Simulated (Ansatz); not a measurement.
**Phonon dispersion of Rh**

Theory: DFT PBE, scalar-relativistic, plane waves, PAW in Ansatz 0.2.0. Cutoff 420 eV, 20×20×20 k-points (Γ-centred), Fermi-Dirac smearing of 0.15 eV. No spin polarisation. Phonons by linear response, acoustic sum rule imposed.

Relaxed structure:
```xyz
1
Lattice="0.0000 1.9175 1.9175 1.9175 0.0000 1.9175 1.9175 1.9175 0.0000" Properties=species:S:1:pos:R:3 pbc="T T T"
Rh    0.0000    0.0000    0.0000
```

In a metal, frequencies and elastic constants depend on the k mesh and the smearing, soft modes and shear constants most. The q mesh is coarse, so values between its points are rough.

Force constants from linear response on a 2×2×2 q mesh.

(1) Is the structure dynamically stable on this mesh?

(2) Give the frequencies (cm⁻¹; i marks imaginary ones) at the irreducible q points, in fractions of the reciprocal vectors.

Answers

(1) Yes, on this mesh: no mode is imaginary.

(2)
```
                  q star frequencies
  0.000 0.000 0.000     1        0 0 0
 0.000 0.000 -0.500     4  130 130 229
0.000 -0.500 -0.500     3  173 173 216
```

Cost: 1 run of about 0.81 core-minutes, on Intel Xeon 6975P-C (Granite Rapids) (shared hosts).